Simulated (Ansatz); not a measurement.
TaN:

```
CELL_PARAMETERS angstrom
2.93800 0.00000 0.00000
-1.46900 2.54438 0.00000
0.00000 0.00000 2.88300
ATOMIC_POSITIONS crystal
Ta 0.33333 0.66667 0.50000
N 0.00000 0.00000 0.00000
```

- Program: Ansatz 0.2.0
- Task: relaxation of cell and atoms
- Functional: PBE
- Potentials or basis: Ansatz PAW
- Cutoff: 420 eV (not typed: the program's choice for these potentials)
- k mesh: 10 × 10 × 9
- Occupations: fermi-dirac, width 0.05 eV
- Spin: no spin polarisation

At the start: volume 10.78 Å³/atom.

**Question.** Where does the relaxation end?

**Answer.** It ends after 7 steps and the volume is 10.92 Å³/atom (+1.3 %); space group P-6m2 (No. 187, to 0.05 Å).

Step by step:
| step | energy change (eV) | largest force (eV/Å) | volume (Å³) |
| --- | --- | --- | --- |
| 1 | 0.0000 | 0.0000 | 21.55 |
| 2 | -0.0014 | 0.0000 | 22.00 |
| 3 | -0.0031 | 0.0000 | 21.84 |
| 4 | -0.0034 | 0.0000 | 21.84 |
| 5 | -0.0042 | 0.0000 | 21.84 |
| 6 | -0.0042 | 0.0000 | 21.84 |
| 7 | -0.0042 | 0.0000 | 21.84 |

Final structure:
```cif
data_structure
_symmetry_space_group_name_H-M 'P 1'
_symmetry_Int_Tables_number 1
_cell_length_a 2.9503
_cell_length_b 2.9503
_cell_length_c 2.8975
_cell_angle_alpha 90.000
_cell_angle_beta 90.000
_cell_angle_gamma 120.000
_cell_volume 21.84
loop_
_atom_site_label
_atom_site_type_symbol
_atom_site_fract_x
_atom_site_fract_y
_atom_site_fract_z
_atom_site_occupancy
Ta1 Ta 0.33333 0.66667 0.50000 1
N1 N 0.00000 0.00000 0.00000 1
```

Caveat: the plane-wave basis is chosen anew once the cell has moved, so the energies of steps on either side of that aren't comparable; the pressure holds a Pulay correction of +0.5 GPa for the finite cutoff.
